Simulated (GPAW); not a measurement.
A run of GPAW 26.7.0:

The input run.py:

```python
from ase import Atoms
from ase.dft.bandgap import bandgap
from ase.io import write
from ase.units import GPa
from gpaw import GPAW, PW

atoms = Atoms(['Ti', 'Ti'],
              cell=[[2.95, 0.0, 0.0],
                    [-1.475, 2.5547749412, 0.0],
                    [0.0, 0.0, 4.68]],
              scaled_positions=[[0.6666666667, 0.3333333333, 0.75],
                                [0.3333333333, 0.6666666667, 0.25]],
              pbc=True)

calc = GPAW(mode=PW(600),
            xc='PBE',
            kpts={'size': (10, 10, 6), 'gamma': True},
            occupations={'name': 'methfessel-paxton', 'order': 0, 'width': 0.018000000000000002},
            nbands=24,
            convergence={'density': 1e-05, 'energy': 1e-05},
            maxiter=150,
            txt='gpaw.txt')
atoms.calc = calc
energy = atoms.get_potential_energy()
forces = atoms.get_forces()
stress = atoms.get_stress()
calc.write('gs.gpw')
write('result.traj', atoms)
print(f'Energy: {energy:.6f} eV')
print('Forces (eV/A):')
print(forces.round(4))
print('Stress (GPa):', (stress / GPa).round(3))
print('Fermi level:', round(calc.get_fermi_level(), 4), 'eV')
print(f'Gap: {bandgap(calc)[0]:.4f} eV, direct: {bandgap(calc, direct=True)[0]:.4f} eV')
```

Potentials or basis: GPAW PAW data sets (gpaw-data 1.2.1), pw.

Run with:

```bash
$ OMP_NUM_THREADS=1 python run.py
```

Hardware: 1 thread of Arm Neoverse V1, with other jobs on the host.

Task: Estimate the wall time of this run.

Result: It took 39 s on 1 thread of Arm Neoverse V1, with other jobs on the host, peak memory 0.18 GiB. Counts: scf iterations 9, plane waves 1194, bands 24, k points 72.
